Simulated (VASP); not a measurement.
Here is the system:

```
CELL_PARAMETERS angstrom
      4.25611     0.00000     0.00000
      0.00000     4.25611     0.00000
      0.00000     0.00000     4.25611
ATOMIC_POSITIONS crystal
  Cs 0.00000 0.00000 0.00000
  Br 0.50000 0.50000 0.50000
```

These are PBE GGA, VASP's PBE PAW potentials (set 64) (plane waves; VASP 6.6.1) values and carry that method's errors. Settings: 300 eV cut-off, 6×6×6 Γ-centred mesh, Fermi-Dirac smearing of 0.010 eV, potentials Cs_sv Br.

**Question.** Give the electronic dielectric tensor ε∞ (DFPT, local fields included).

**Answer.** 
```
3.11  0.00  0.00
0.00  3.11  0.00
0.00  0.00  3.11
```

**Question.** Give the Born effective charges.

**Answer.** 
```
atom   Z*xx   Z*yy   Z*zz   mean
----  -----  -----  -----  -----
Cs1    1.32   1.32   1.32   1.32
Br2   -1.32  -1.32  -1.32  -1.32
```

**Question.** And the static tensor with the ions free?

**Answer.** 
```
7.18  0.00  0.00
0.00  7.18  0.00
0.00  0.00  7.18
```

**Question.** Which frequencies do the optical Γ-point modes have (no LO-TO splitting)?

**Answer.** 74 (×3) cm⁻¹.

The structure is a typed CsBr crystal (Pm-3m). The cell was not relaxed at this level. The run is one of a series of settings (EDIFF = 1E-8, IBRION = 8, LEPSILON = .TRUE., NSW = 1 against the base run), some of them coarse on purpose.
